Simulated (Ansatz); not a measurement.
## A sublattice moved along a line in LiF

Method: DFT PBE, scalar-relativistic, plane waves, PAW (Ansatz 0.2.0). Cutoff 420 eV, Γ-centred 10×10×10 k-points, Gaussian smearing of 0.05 eV. No spin polarisation. Energies are free energies at this smearing, counted from the undisturbed cell; pressure is positive in compression.

Reference structure (as given, not relaxed at this level; it stands at 2.1 GPa):

```
Li F
1.0
     0.00000    2.01400    2.01400
     2.01400    0.00000    2.01400
     2.01400    2.01400    0.00000
Li F
1 1
Direct
  0.00000 0.00000 0.00000
  0.50000 0.50000 0.50000
```

Every F atom is moved by x along the Cartesian unit vector (0.000, 0.000, -1.000); the cell and all other atoms stay fixed.

```csv
x (Å),ΔE (meV/cell),force along x on the moved atoms (eV/Å),pressure (GPa),gap on the mesh (eV)
-0.5000,499.4,3.41,17.6,8.74
-0.2500,66.2,0.67,4.9,9.00
0.0000,0.0,0.00,2.1,9.09
0.0625,3.2,-0.10,2.3,9.08
0.1250,13.4,-0.23,2.8,9.07
0.1875,33.0,-0.41,3.6,9.04
0.3125,119.0,?,6.8,?
0.3750,?,?,9.4,8.88
0.4375,321.6,-2.34,12.9,8.81
```

By symmetry 0.5000 repeats -0.5000, -0.3750 repeats 0.3750, 0.2500 repeats -0.2500, -0.1250 repeats 0.1250 in energy; the slope of the energy along the path changes sign there.

Task: Give the withheld values.

Result: force along x on the moved atoms (eV/Å) at x (Å) = 0.3125: -1.05; gap on the mesh (eV) at x (Å) = 0.3125: 8.94; ΔE (meV/cell) at x (Å) = 0.3750: 200.2; force along x on the moved atoms (eV/Å) at x (Å) = 0.3750: -1.58.